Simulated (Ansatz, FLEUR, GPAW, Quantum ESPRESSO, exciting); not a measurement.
MgO: 5 runs at one level of theory

```xyz
2
Lattice="0.0000 2.0970 2.0970 2.0970 0.0000 2.0970 2.0970 2.0970 0.0000" Properties=species:S:1:pos:R:3 pbc="T T T"
Mg    0.0000    0.0000    0.0000
O     2.0970    2.0970    2.0970
```

The cell is a database's computed one, not the measured one.

Alike in all runs: task band structure; functional RPBE; k mesh 11 × 11 × 11; occupations fermi-dirac, width 0.05 eV; no spin polarisation; no spin-orbit coupling. Pressure is positive in compression and, in plane waves, holds the error of the finite cutoff. Gaps are the smaller of the mesh's and the band path's.

```
                                                         program and potentials  plane-wave cutoff (eV)                    notes  band gap (eV)  pressure (GPa)
                                                 Quantum ESPRESSO, SG15 PBE 1.2                    1197  potentials made for PBE           5.07           12.37
                                 Ansatz, all-electron LAPW, scalar-relativistic                       -                        -           4.97           11.89
                                                     FLEUR, all-electron, FLAPW                       -                        -           5.09               -
     GPAW, the program's PAW data sets (release 1.2.1) made for this functional                     800                        -           5.00           12.14
exciting, all-electron LAPW+lo, shipped species files, valence relativity iora*                       -                        -           4.99               -
```

The band gap spans 4.97 (Ansatz, all-electron LAPW, scalar-relativistic) to 5.09 eV (FLEUR, all-electron, FLAPW), with all-electron results at 4.97 to 5.09. The pressure spans 11.89 (Ansatz, all-electron LAPW, scalar-relativistic) to 12.37 GPa (Quantum ESPRESSO, SG15 PBE 1.2), with all-electron results at 11.89. The cell lies far from this level's equilibrium.

The functional is the same throughout but for its coding, so the spread measures potentials, basis and numerics; runs on potential files found faulty are left out.

All the runs describe MgO as a wide-gap insulator under strong compression. The positive pressures, 11.89 to 12.37 GPa, fit the known tendency of RPBE to favour large volumes: its exchange enhancement rewards the density inhomogeneity that grows as ions move apart, so this cell is too small for the functional.

The gap separates filled, mainly O 2p states from a dispersive conduction band of cation and anion s character, as expected for a strongly ionic oxide. Even so, about 5 eV is far below the well-known experimental gap, chiefly because a semilocal Kohn-Sham gap lacks the derivative discontinuity. The close agreement between programs therefore speaks for the numerics, not for the accuracy of RPBE.

The all-electron gaps bracket both the PAW and the pseudopotential values, so the gaps reveal no systematic error from replacing the core. Since compression normally widens the gap of MgO, relaxing the cell with RPBE would probably lower it and increase the disagreement with experiment.
